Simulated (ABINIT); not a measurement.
A run of ABINIT 10.8.3 (patched build) is set up as follows.

The input run.abi:

```
# Datasets
ndtset 3

# Pseudopotentials
pp_dirpath "./"
pseudos "Ta.upf, C.upf"

# Structure
acell 3*1.0
rprim
     5.8693003705     0.0000000000     0.0000000000
    -2.9346501852     5.0829632232     0.0000000000
     0.0000000000     0.0000000000     9.3473413028
ntypat 2
znucl 73 6
natom 3
typat 1 1 2
xred
            2/3            1/3   0.7479900000
            1/3            2/3   0.2520100000
            0.0            0.0            0.0

# Plane-wave basis
ecut 843.552974 eV

# k points
ngkpt 8 8 4
nshiftk 1
shiftk 0.0 0.0 0.5

# Exchange and correlation
ixc 7

# Bands and occupations
nband 23
occopt 3
tsmear 0.00183747

# SCF cycle
nstep 80

# Output
prteig 0
prtebands 0
prtwf 0
prtden 0
prtpot 0

# Dataset 1: ground state
kptopt1 1
tolvrs1 1.0e-15
prtwf1 1
tolwfr1 1.0e-14
nbdbuf1 4
nline1 6

# Dataset 2: atomic displacements at q = 0.5 0.0 0.5
rfphon2 1
rfatpol2 1 3
rfdir2 1 1 1
getwfk2 1
kptopt2 3
nqpt2 1
qpt2 1/2 0.0 1/2
tolvrs2 1.0e-8

# Dataset 3: atomic displacements at q = 0.5 0.0 0.0
rfphon3 1
rfatpol3 1 3
rfdir3 1 1 1
getwfk3 1
kptopt3 3
nqpt3 1
qpt3 1/2 0.0 0.0
tolvrs3 1.0e-8
```

Potentials or basis: PseudoDojo NC SR LDA v0.4.1 standard.

Launch:

```bash
$ mpirun --bind-to none -np 4 abinit run.abi > log 2>&1
```

Problem. Estimate the highest phonon frequency.

Solution. 671 cm⁻¹.

Problem. Predict the largest force.

Solution. 0.146 eV/Å.

Phonon frequencies in cm⁻¹ (negative: imaginary):
| q point | frequencies |
| --- | --- |
| (0.500, 0.000, 0.500) | 140 140 141 145 188 203 603 660 670 |
| (0.500, 0.000, 0.000) | 138 140 146 162 183 211 599 655 671 |

Caveat: the atoms weren't relaxed first, which shifts response properties; the mesh is coarse for a metal's response. Spin-orbit coupling is left out, which matters for the levels of Ta.
